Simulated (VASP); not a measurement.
Set up this calculation in VASP 6.6.1, as the native input.

| Quantity | Value |
| --- | --- |
| Task | single point |
| Functional | r2SCAN |
| Dispersion | D3(BJ) |
| Potentials or basis | VASP PAW PBE potentials, release 64 (Lu, H) |
| Cutoff | 520 eV |
| k mesh | 8 × 8 × 8 |
| Occupations | methfessel-paxton, width 0.3 eV |
| Spin | no spin polarisation |
| Dipole correction | no |
| Further INCAR settings | ALGO = Normal; EDIFF = 1e-07; NBANDS = 22 |

The system is LuH3.

```
Lu H
1.0
    -1.67408    1.67408    2.78220
     1.67408   -1.67408    2.78220
     1.67408    1.67408   -2.78220
Lu H
1 3
Direct
  0.00000 0.00000 0.00000
  0.75000 0.25000 0.50000
  0.25000 0.75000 0.50000
  0.50000 0.50000 0.00000
```

Measurements of this composition are mostly on another form, of space group No. 165.

One way to write it, as run:

POSCAR

```
LuH3
1.0
   -1.6740800000      1.6740800000      2.7822000000
    1.6740800000     -1.6740800000      2.7822000000
    1.6740800000      1.6740800000     -2.7822000000
Lu H
1 3
Direct
    0.0000000000      0.0000000000      0.0000000000
    0.7500000000      0.2500000000      0.5000000000
    0.2500000000      0.7500000000      0.5000000000
    0.5000000000      0.5000000000      0.0000000000
```

INCAR.step1

```
ALGO = Normal
EDIFF = 1E-4
ENCUT = 520
GGA = PE
ISMEAR = 1
LASPH = T
LCHARG = F
LREAL = F
LWAVE = T
NBANDS = 22
NELM = 100
PREC = Accurate
SIGMA = 0.3
```

INCAR.step2

```
ALGO = Normal
EDIFF = 1E-7
ENCUT = 520
ISIF = 2
ISMEAR = 1
ISTART = 1
IVDW = 12
LASPH = T
LCHARG = F
LMIXTAU = T
LREAL = F
LWAVE = F
METAGGA = R2SCAN
NBANDS = 22
NELM = 100
PREC = Accurate
SIGMA = 0.3
VDW_A1 = 0.49484001
VDW_A2 = 5.73083694
VDW_S6 = 1.0
VDW_S8 = 0.78981345
```

KPOINTS

```
k-points
0
Gamma
  8 8 8
```

Potentials or basis: VASP PAW PBE potentials, release 64 (Lu, H).

The run is started by

```console
$ cat potpaw_PBE.64/Lu/POTCAR potpaw_PBE.64/H/POTCAR > POTCAR
$ cp INCAR.step1 INCAR
$ mpirun -np 1 vasp_std > vasp.out
$ cp INCAR.step2 INCAR
$ mpirun -np 1 vasp_std > vasp.out
```

Results of the run:

```
Pressure                   : -1.1 GPa
Band gap on the k mesh     : 0.29 eV, indirect (least direct gap 0.59 eV)
Dispersion energy per atom : -0.086 eV
```

Caveat: the PAW data sets were made with another functional, which shifts forces and pressure a little; spin-orbit coupling is left out, which moves the levels of the heavy elements.

It took 2.1 min on 1 thread of Intel(R) Xeon(R) Platinum 8375C CPU @ 2.90GHz (Ice Lake), on a shared host, peak memory 0.21 GiB.
